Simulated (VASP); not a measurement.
# C (Fd-3m) in VASP: G0W0 quasiparticle levels with PBE

Aim: the G0W0 quasiparticle levels of C with PBE.

Everything below comes from runs of VASP 6.6.1. Logs are shortened: lines on timing, memory, paths and dates and some standing lists are left out, and cuts for length are marked.

## 1. Starting point

It takes space group Fd-3m (No. 227, cubic). The conventional cell has a = 3.572 Å, b = 3.572 Å, c = 3.572 Å, α = 90.00°, β = 90.00°, γ = 90.00°. Around C (site symmetry -43m) lie 4 C at 1.55 Å.

This isn't the form of C at room conditions, which is graphite.

## 2. G0W0 quasiparticle levels, PBE

POSCAR reads:

```
C
1.0
    0.0000000000      1.7857950000      1.7857950000
    1.7857950000      0.0000000000      1.7857950000
    1.7857950000      1.7857950000      0.0000000000
C
2
Direct
    0.0000000000      0.0000000000      0.0000000000
    0.2500000000      0.2500000000      0.2500000000
```

INCAR.step1 reads:

```
PREC = Accurate ; ENCUT = 420
EDIFF = 1E-8 ; ISMEAR = 0
SIGMA = 0.01 ; LREAL = False
LASPH = True ; NELM = 60
ALGO = Fast ; LWAVE = True
LCHARG = False ; GGA = PE
```

INCAR.step2 reads:

```
PREC = Accurate ; ENCUT = 420
EDIFF = 1E-8 ; ISMEAR = 0
SIGMA = 0.01 ; LREAL = False
LASPH = True ; NELM = 1
ALGO = Exact ; LWAVE = True
LCHARG = False ; GGA = PE
NBANDS = 144 ; LOPTICS = True
ISTART = 1
```

INCAR.step3 reads:

```
PREC = Accurate ; ENCUT = 420
EDIFF = 1E-8 ; ISMEAR = 0
SIGMA = 0.01 ; LREAL = False
LASPH = True ; ALGO = EVGW0
LWAVE = False ; LCHARG = False
GGA = PE ; NELMGW = 1
NBANDS = 144 ; ENCUTGW = 200
NOMEGA = 60 ; PRECFOCK = Fast
ISTART = 1 ; NBANDSGW = 12
```

KPOINTS reads:

```
Automatic mesh
0
Gamma
  8 8 8
```

Potentials or basis: VASP PAW PBE potentials, release 64 (C_GW).

Launch:

```bash
$ cat potpaw_PBE.64/C_GW/POTCAR > POTCAR
$ cp INCAR.step1 INCAR
$ mpirun -np 1 vasp_std > vasp.out
$ cp INCAR.step2 INCAR
$ mpirun -np 1 vasp_std > vasp.out
$ cp INCAR.step3 INCAR
$ mpirun -np 1 vasp_std > vasp.out
```

OUTCAR:

```text
PREC = Accurate
   ENCUT = 420
   EDIFF = 1E-8
   ISMEAR = 0
   LREAL = False
   LASPH = True
   GGA = PE
   NELMGW = 1
   ENCUTGW = 200
   PRECFOCK = Fast
   ISTART = 1

 ion  position               nearest neighbor table
   1  0.000  0.000  0.000-   2 1.55   2 1.55   2 1.55   2 1.55
   2  0.250  0.250  0.250-   1 1.55   1 1.55   1 1.55   1 1.55

  LATTYP: Found a face centered cubic cell.
 ALAT       =     3.5715900000

  Lattice vectors:

 A1 = (   0.0000000000,   1.7857950000,   1.7857950000)
 A2 = (   1.7857950000,   0.0000000000,   1.7857950000)
 A3 = (   1.7857950000,   1.7857950000,   0.0000000000)

Analysis of symmetry for initial positions (statically):
=====================================================================
 Subroutine PRICEL returns:
 Original cell was already a primitive cell.

 Routine SETGRP: Setting up the symmetry group for a
 face centered cubic supercell.

 Subroutine GETGRP returns: Found 48 space group operations
 (whereof 24 operations were pure point group operations)
 out of a pool of 48 trial point group operations.

The static configuration has the point symmetry T_d .
 The point group associated with its full space group is O_h .

Analysis of symmetry for dynamics (positions and initial velocities):
=====================================================================
 Subroutine PRICEL returns:
 Original cell was already a primitive cell.

 Routine SETGRP: Setting up the symmetry group for a
 face centered cubic supercell.

 Subroutine GETGRP returns: Found 48 space group operations
 (whereof 24 operations were pure point group operations)
 out of a pool of 48 trial point group operations.

The dynamic configuration has the point symmetry T_d .
 The point group associated with its full space group is O_h .

 Subroutine INISYM returns: Found 48 space group operations
 (whereof 24 operations are pure point group operations),
 and found     1 'primitive' translations

----------------------------------------------------------------------------------------

                                     Primitive cell

  volume of cell :      11.3900

  direct lattice vectors                    reciprocal lattice vectors
     0.000000000  1.785795000  1.785795000    -0.279987345  0.279987345  0.279987345
     1.785795000  0.000000000  1.785795000     0.279987345 -0.279987345  0.279987345
     1.785795000  1.785795000  0.000000000     0.279987345  0.279987345 -0.279987345

  length of vectors
     2.525495509  2.525495509  2.525495509     0.484952306  0.484952306  0.484952306

  position of ions in fractional coordinates (direct lattice)
     0.000000000  0.000000000  0.000000000
     0.250000000  0.250000000  0.250000000

  ion indices of the primitive-cell ions
   primitive index   ion index
                 1           1
                 2           2

----------------------------------------------------------------------------------------

 KPOINTS: Automatic mesh

Automatic generation of k-mesh.
 Grid dimensions read from file:
 generate k-points for:    8    8    8

 Generating k-lattice:

  Cartesian coordinates                     Fractional coordinates (reciprocal lattice)
    -0.034998418  0.034998418  0.034998418     0.125000000  0.000000000  0.000000000
     0.034998418 -0.034998418  0.034998418     0.000000000  0.125000000  0.000000000
     0.034998418  0.034998418 -0.034998418     0.000000000  0.000000000  0.125000000

  Length of vectors
     0.060619038  0.060619038  0.060619038

  Shift w.r.t. Gamma in fractional coordinates (k-lattice)
     0.000000000  0.000000000  0.000000000

 Subroutine IBZKPT returns following result:
 ===========================================

 Found     29 irreducible k-points:

 Following reciprocal coordinates:
            Coordinates               Weight
  0.000000  0.000000  0.000000      1.000000
  0.125000  0.000000  0.000000      8.000000
  0.250000  0.000000  0.000000      8.000000
  0.375000  0.000000  0.000000      8.000000
  0.500000  0.000000  0.000000      4.000000
  0.125000  0.125000  0.000000      6.000000
[... 16 lines left out ...]
  0.500000  0.250000  0.125000     48.000000
 -0.375000  0.250000  0.125000     24.000000
 [... further k-points ...]
   k-points           NKPTS =     29   k-points in BZ     NKDIM =    512   number of bands    NBANDS=    144
   number of dos      NEDOS =    301   number of ions     NIONS =      2
   total plane-waves  NPLWV =   5832
   dimension x,y,z NGX =    18 NGY =   18 NGZ =   18
   dimension x,y,z NGXF=    36 NGYF=   36 NGZF=   36
   ions per type =               2
   NGX,Y,Z   is equivalent  to a cutoff of  11.85, 11.85, 11.85 a.u.
   NGXF,Y,Z  is equivalent  to a cutoff of  23.70, 23.70, 23.70 a.u.
 SYSTEM =  unknown system
   PREC   = accura    normal or accurate (medium, high low for compatibility)
   ISTART =      1    job   : 0-new  1-cont  2-samecut
   ICHARG =      0    charge: 1-file 2-atom 10-const
   ISPIN  =      1    spin polarized calculation?
   LNONCOLLINEAR =      F non collinear calculations
   LSORBIT =      F    spin-orbit coupling
   LASPH  =      T    aspherical Exc in radial PAW
   ENCUT  =  420.0 eV  30.87 Ry    5.56 a.u.   4.22  4.22  4.22*2*pi/ulx,y,z
   NELM   =     60;   NELMIN=  2; NELMDL=  0     # of ELM steps
   EDIFF  = 0.1E-07   stopping-criterion for ELM
   LREAL  =      F    real-space projection
   EDIFFG = 0.1E-06   stopping-criterion for IOM
   NSW    =      0    number of steps for IOM
   IBRION =     -1    ionic relax: 0-MD 1-quasi-New 2-CG
   NFREE  =      0    steps in history (QN), initial steepest desc. (CG)
   ISIF   =      0    stress and relaxation
   ISYM   =      3    0-nonsym 1-usesym 2-fastsym
   POTIM  = 0.5000    time-step for ionic-motion
   TEBEG  =    0.0;   TEEND  =   0.0 temperature during run
   PSTRESS=    0.0 pullay stress
   NELECT =       8.0000    total number of electrons
   NUPDOWN=      -1.0000    fix difference up-down
   EMIN   =  10.00;   EMAX   =-10.00  energy-range for DOS
   EFERMI =   0.00;   METHOD = LEGACY
   ISMEAR =     0;   SIGMA  =   0.01  broadening in eV -4-tet -1-fermi 0-gaus
   EFERMI_NEDOS =   21; number of points for ismear=-14 and -15
   IALGO  =     38    algorithm
   IMIX   =      4    mixing-type and parameters
     AMIX     =   0.40;   BMIX     =  1.00
     AMIX_MAG =   1.60;   BMIX_MAG =  1.00
  volume/ion in A,a.u.               =       5.70        38.43
  Fermi-wavevector in a.u.,A,eV,Ry     =   1.455224  2.749975 28.812749  2.117677
  Thomas-Fermi vector in A             =   2.572284
   LORBIT       =      0    0 simple, 1 ext, 2 COOP (PROOUT), +10 PAW based schemes
   GGA     = PE    functional components
   LHFCALC =     T    Hartree Fock is set to
   PRECFOCK=fast      Normal, Fast or Accurate (Low or Medium for compatibility)
   ENCUT4O =  -1.0   cutoff for four orbital integrals eV
   NKREDX  =     1    reduce k-point grid by
   NKREDY  =     1    reduce k-point grid by
   NKREDZ  =     1    reduce k-point grid by
   AEXX    =    1.0000 exact exchange contribution
   HFSCREEN=    0.0000 screening length (either q_TF or 0.3 A-1)
   HFSCREENC=   0.0000 screening length for correlation (either q_TF or 0.3 A-1)
   ENCUTFOCK=  -1.0 apply spherical cutoff to Coloumb kernel
   IVDW    =     0    specifies the selected vdW correction
   LEPSILON=     F    determine dielectric tensor
   LRPA    =     F    only Hartree local field effects (RPA)
   LRPAFORCE           =     F    calculate RPA forces
   ENCUTGW             = 200.0    cutoff for response function in eV
   ENCUTGWSOFT         = 160.0    soft cutoff for Coulomb kernel in GW response function in eV
   ENCUTLF             =  -1.0    cutoff for local field effects
   NELMGW              =     1    number of iterations in solving QP/BSE equation
   NELMHF              =     1    number of iterations in the inner HF iteration
   NKREDLFX            =     1    NKREDLFY  =   1   NKREDLFZ  =   1
 non-spin polarized calculation
 Gauss-broadening in eV      SIGMA  =   0.01
  energy-cutoff  :      420.00
  volume of cell :       11.39
 maximum number of plane-waves:       229
 NGX is ok and might be reduce to    18
  NGX = 12; NGY = 12; NGZ = 12
   NGX =  9   NGY =  9   NGZ =  9
 maximum number of plane-waves:        78

 QP shifts <psi_nk| G(iteration)W_0 |psi_nk>: iteration 1
 for sc-GW calculations column KS-energies equals QP-energies in previous step
 and V_xc(KS)=  KS-energies - (<T + V_ion + V_H > + <T+V_H+V_ion>^1  + <V_x>^1)

 k-point   1 :       0.0000    0.0000    0.0000
  band No.  KS-energies  QP-energies   sigma(KS)   V_xc(KS)     V^pw_x(r,r')   Z            occupation Imag(sigma)

      1     -11.7163     -13.4258     -17.0399     -14.7640     -25.4015       0.7511       2.0000       1.3945
      2       9.7250       8.9361     -17.7371     -16.7823     -19.0889       0.8263       2.0000       0.0584
      3       9.7250       8.9361     -17.7371     -16.7823     -19.0889       0.8263       2.0000       0.0584
      4       9.7250       8.9361     -17.7371     -16.7823     -19.0889       0.8263       2.0000       0.0584
      5      15.2846      16.2434     -14.3433     -15.5084      -9.3726       0.8229       0.0000      -0.0706
      6      15.2846      16.2434     -14.3433     -15.5084      -9.3726       0.8229       0.0000      -0.0706
      7      15.2846      16.2434     -14.3433     -15.5084      -9.3726       0.8229       0.0000      -0.0706
      8      22.9288      23.7339     -15.3394     -16.3860      -7.8304       0.7692       0.0000      -0.1834
      9      28.9478      29.1490     -11.5981     -11.8474      -4.3334       0.8066       0.0000      -0.3521
     10      36.2010      37.0396     -12.8457     -13.8583      -5.8960       0.8282       0.0000      -0.5395
     11      36.2010      37.0396     -12.8457     -13.8583      -5.8960       0.8282       0.0000      -0.5395
     12      37.2010      37.6366     -10.9638     -11.4912      -3.2572       0.8258       0.0000      -0.9937

 k-point   2 :       0.1250    0.0000    0.0000
  band No.  KS-energies  QP-energies   sigma(KS)   V_xc(KS)     V^pw_x(r,r')   Z            occupation Imag(sigma)

      1     -11.2852     -12.9788     -17.0401     -14.7942     -25.2932       0.7541       2.0000       1.3378
      2       7.3072       6.3591     -17.3965     -16.2369     -19.3833       0.8176       2.0000       0.0717
      3       9.0664       8.2529     -17.6060     -16.6197     -19.1172       0.8247       2.0000       0.0609
      4       9.0664       8.2529     -17.6060     -16.6197     -19.1172       0.8247       2.0000       0.0609
      5      16.1410      17.1376     -14.4581     -15.6741      -9.2513       0.8196       0.0000      -0.0764
      6      16.1410      17.1376     -14.4581     -15.6741      -9.2513       0.8196       0.0000      -0.0764
      7      16.5634      17.4804     -14.6040     -15.7239      -9.3596       0.8188       0.0000      -0.0783
      8      23.3029      24.1632     -15.1632     -16.2826      -7.5784       0.7686       0.0000      -0.1930
      9      29.5985      29.9015     -11.7813     -12.1586      -4.3209       0.8030       0.0000      -0.3867
     10      33.1546      33.7565     -11.9401     -12.6652      -5.0606       0.8302       0.0000      -0.4936
     11      33.1546      33.7565     -11.9401     -12.6652      -5.0606       0.8302       0.0000      -0.4936
     12      35.9522      36.2335     -11.1378     -11.4827      -3.3507       0.8156       0.0000      -0.8273
[... 324 lines left out ...]
      1      -6.8662      -8.3964     -17.2435     -15.2052     -24.2625       0.7508       2.0000       0.7633
      2      -0.1096      -1.4871     -17.2315     -15.4421     -21.7701       0.7698       2.0000       0.2016
      3       3.4577       2.2373     -17.2422     -15.7130     -20.4917       0.7981       2.0000       0.1112
      4       5.6516       4.5837     -17.3070     -15.9897     -19.8712       0.8107       2.0000       0.0849
      5      17.6553      18.5320     -13.7496     -14.8201      -8.0392       0.8190       0.0000      -0.0937
      6      19.3144      20.2444     -13.9481     -15.0930      -7.8909       0.8123       0.0000      -0.1060
      7      22.0447      23.0636     -14.4122     -15.7087      -7.3304       0.7859       0.0000      -0.1604
      8      23.0103      24.0998     -14.2373     -15.6210      -7.1570       0.7874       0.0000      -0.1699
      9      29.8456      30.6089     -12.8655     -13.8303      -5.0459       0.7912       0.0000      -0.4160
     10      31.9597      32.8250     -13.6706     -14.7640      -5.4528       0.7914       0.0000      -0.6002
     11      35.7982      36.5245     -12.6259     -13.5348      -4.3615       0.7990       0.0000      -0.7826
     12      40.6658      41.1449     -11.7433     -12.3299      -3.7145       0.8166       0.0000      -1.0269

 k-point  24 :      -0.3750    0.2500    0.1250
  band No.  KS-energies  QP-energies   sigma(KS)   V_xc(KS)     V^pw_x(r,r')   Z            occupation Imag(sigma)

      1      -4.9579      -6.4815     -17.7342     -15.7013     -24.2629       0.7494       2.0000       0.5683
      2      -2.6137      -3.9952     -16.6544     -14.8274     -21.9242       0.7561       2.0000       0.3121
      3       3.4179       2.1792     -17.3571     -15.8025     -20.6727       0.7968       2.0000       0.1133
      4       5.0518       3.9562     -17.1883     -15.8322     -19.9001       0.8079       2.0000       0.0892
      5      17.9949      18.8122     -13.2683     -14.2611      -7.5999       0.8233       0.0000      -0.0931
      6      19.1161      20.0362     -14.2305     -15.3670      -8.1006       0.8096       0.0000      -0.1085
      7      22.6992      23.8734     -14.9576     -16.4676      -7.6125       0.7776       0.0000      -0.1754
      8      24.5213      25.6447     -14.2593     -15.7171      -6.4473       0.7706       0.0000      -0.2379
      9      27.9984      28.6597     -12.5270     -13.3457      -5.5383       0.8078       0.0000      -0.2814
     10      33.5469      34.5302     -14.0714     -15.3386      -5.0521       0.7759       0.0000      -0.7561
     11      35.9882      36.7503     -12.6629     -13.6069      -4.6241       0.8073       0.0000      -0.7693
     12      38.8104      39.2071     -11.5097     -11.9926      -3.8004       0.8214       0.0000      -0.8958

 [... further k-points ...]
```

Wall time 6.6 min (1 thread of Intel Xeon Platinum 8488C (Sapphire Rapids), shared host); peak memory 0.79 GiB.

What came out:

| Quantity | Value |
| --- | --- |
| Band gap on the k mesh, mean-field level | 4.10 eV, indirect (least direct gap 5.56 eV) |
| Quasiparticle gap | 5.42 eV |
| Least direct quasiparticle gap | 7.31 eV |

Caveat: bands, screening cutoff and mesh are small and nothing is extrapolated, so the quasiparticle values aren't converged. A k mesh can miss the band edges.
